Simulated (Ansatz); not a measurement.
AlN:

```
Al N
1.0
     3.31212    0.00000    0.00000
    -1.65606    2.86838    0.00000
     0.00000    0.00000    4.18756
Al N
2 2
Direct
  0.66667 0.33333 0.25000
  0.33333 0.66667 0.75000
  0.66667 0.33333 0.75000
  0.33333 0.66667 0.25000
```

Measurements of this composition are mostly on another form, of space group No. 186.

Base run:

| Item | Value |
| --- | --- |
| Program | Ansatz 0.2.0 |
| Functional | PBE |
| Potentials or basis | Ansatz PAW |
| Cutoff | 420 eV (not typed: the program's choice for these potentials) |
| k mesh | 9 × 9 × 7 |
| Occupations | fermi-dirac, width 0.05 eV |
| Spin | no spin polarisation |

Its results: band gap on the k mesh 3.26 eV, direct; pressure 0.3 GPa.

Problem. The run is repeated on the same cell with these changes: functional from PBE to PBEsol. What comes out?

Solution. Band gap on the k mesh 3.17 eV, direct; pressure -3.5 GPa.

PBEsol binds more tightly than PBE, so the same cell stands under less pressure.

Caveats: the PAW data sets come from PBE, with cores solved anew for the run's functional, which leaves a small shift of forces and pressure (some runs).
